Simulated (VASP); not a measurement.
# BaTiO3: relaxation of cell and atoms with PBE+TS

BaTiO3:

```
Ba Ti O
1.0
     3.99980    0.00000    0.00000
     0.00000    3.99980    0.00000
     0.00000    0.00000    4.01800
Ba Ti O
1 1 3
Direct
  0.00000 0.00000 0.00000
  0.50000 0.50000 0.49000
  0.00000 0.50000 0.51700
  0.50000 0.00000 0.51700
  0.50000 0.50000 0.01900
```

```json
{"Program": "VASP 6.6.1", "Task": "relaxation of cell and atoms", "Functional": "PBE", "Dispersion": "TS", "Potentials or basis": "VASP PAW PBE potentials, release 64 (Ba_sv, Ti_sv, O)", "Cutoff": "600 eV", "k mesh": "7 × 7 × 7", "Occupations": "fermi-dirac, width 0.05 eV", "Spin": "no spin polarisation", "Further INCAR settings": "ALGO = Normal; EDIFF = 1e-06; IBRION = 2; EDIFFG = -0.005; NSW = 60; ISIF = 3"}
```

```
Relaxed volume                         : 12.54 Å³/atom
Relaxed cell                           : a = 3.954 Å, b = 3.954 Å, c = 4.011 Å, α = 90.00°, β = 90.00°, γ = 90.00°
Space group after relaxing (to 0.05 Å) : P4mm (No. 99)
Energy gained by relaxing              : 5.1 meV/atom
Ionic steps                            : 24
Pressure after relaxing                : 0.0 GPa
Largest force after relaxing           : 0.004 eV/Å
Band gap on the k mesh                 : 1.93 eV, indirect (least direct gap 2.15 eV)
Hirshfeld charges                      : Ba +0.32; Ti +0.71; O -0.35, -0.34 e
Dispersion energy per atom             : -0.500 eV
```

Forces in eV/Å, atoms in the order of the input:
```
Ba   0.000  0.000  0.001
Ti   0.000  0.000  0.003
O    0.000  0.000 -0.004
O    0.000  0.000 -0.004
O    0.000  0.000  0.004
```

Step by step:
| step | energy change (eV) | largest force (eV/Å) | pressure (GPa) | volume (Å³) |
| --- | --- | --- | --- | --- |
| 1 | 0.0000 | 0.2834 | -4.11 | 64.28 |
| 2 | -0.0077 | 0.2293 | 4.04 | 61.26 |
| 3 | -0.0248 | 0.0751 | 0.15 | 62.59 |
| 4 | -0.0247 | 0.0751 | 0.09 | 62.62 |
| 5 | -0.0259 | 0.0460 | 0.02 | 62.64 |
| 6 | -0.0259 | 0.0613 | -0.01 | 62.67 |
| 7 | -0.0261 | 0.0444 | -0.01 | 62.66 |
| 8 | -0.0260 | 0.0196 | 0.06 | 62.66 |
| 9 | -0.0259 | 0.0132 | 0.08 | 62.65 |
| 10 | -0.0258 | 0.0099 | 0.01 | 62.72 |
| 11 | -0.0258 | 0.0086 | -0.09 | 62.75 |
| 12 | -0.0258 | 0.0080 | -0.10 | 62.73 |
| 13 | -0.0258 | 0.0090 | -0.07 | 62.72 |
| 14 | -0.0259 | 0.0094 | -0.09 | 62.72 |
| 15 | -0.0259 | 0.0092 | -0.08 | 62.72 |
| 16 | -0.0258 | 0.0042 | 0.10 | 62.66 |
| 17 | -0.0259 | 0.0051 | 0.06 | 62.68 |
| 18 | -0.0259 | 0.0062 | 0.03 | 62.69 |
| 19 | -0.0258 | 0.0062 | 0.02 | 62.69 |
| 20 | -0.0257 | 0.0150 | 0.00 | 62.71 |
| 21 | -0.0258 | 0.0137 | 0.00 | 62.71 |
| 22 | -0.0257 | 0.0105 | 0.02 | 62.71 |
| 23 | -0.0255 | 0.0050 | 0.02 | 62.73 |
| 24 | -0.0256 | 0.0040 | 0.00 | 62.72 |

Final structure:
```
Ba Ti O
1.0
     3.95428    0.00000    0.00000
     0.00000    3.95428    0.00000
     0.00000    0.00000    4.01138
Ba Ti O
1 1 3
Direct
  0.00000 0.00000 0.00209
  0.50000 0.50000 0.48765
  0.00000 0.50000 0.51539
  0.50000 0.00000 0.51539
  0.50000 0.50000 0.02249
```

Levels at points of the mesh, in eV from the valence-band top:
| k point | band 17 | band 18 | band 19 | band 20 | band 21 | band 22 | band 23 | band 24 |
| --- | --- | --- | --- | --- | --- | --- | --- | --- |
| (0.00, 0.00, 0.00) | -1.11 | -0.25 | -0.21 | -0.21 | 1.93 | 2.19 | 2.19 | 4.28 |

Wall time 5.9 min on 1 thread of AMD EPYC 9R45 96-Core Processor (Zen 5), with other jobs on the host, peak memory 0.22 GiB.

Caveat: spin-orbit coupling is left out, which moves the levels of the heavy elements; an odd mesh through Γ misses points on the zone boundary, where band edges often lie.
